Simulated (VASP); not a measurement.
# NaI (strained CsCl): one r²SCAN single-point calculation in two programs

```yaml
crystal:
  lattice:
    - [4.04054, 0.00000, 0.00000]
    - [0.00000, 4.04054, 0.00000]
    - [0.00000, 0.00000, 4.10721]
  atoms:
    - { symbol: Na, position: [0.00000, 0.00000, 0.00000] }
    - { symbol: I, position: [0.50000, 0.50000, 0.50000] }
```

The two codes use different PAW datasets and cutoffs. VASP's cell holds 14 valence electrons and Ansatz's 26. Ansatz's stress includes a Pulay correction; VASP's doesn't.

Cutoffs: 520 eV in VASP, 500 eV in Ansatz. k meshes: 6×6×6 and 6×6×6.

|  | VASP | Ansatz |
| --- | --- | --- |
| gap between bands v and c | 3.00 eV | 2.99 eV |
| least direct gap | 3.34 eV | 3.33 eV |
| pressure | -0.4 GPa | -0.3 GPa |

Band v is the last that the valence electrons fill when counted band by band, and c is the next. Levels in eV from the top of v, Ansatz:

```csv
point,v−1,v,c,c+1
Γ,-0.64,-0.64,2.99,6.10
X,-0.45,-0.30,5.24,7.03
M,-2.60,-0.11,3.40,7.60
R,-2.15,-2.09,4.66,4.66
```

VASP:

| point | v−1 | v | c | c+1 |
| --- | --- | --- | --- | --- |
| Γ | -0.64 | -0.64 | 3.00 | 6.06 |
| X | -0.45 | -0.30 | 5.24 | 7.05 |
| M | -2.60 | -0.11 | 3.41 | 7.55 |
| R | -2.16 | -2.10 | 4.66 | 4.66 |
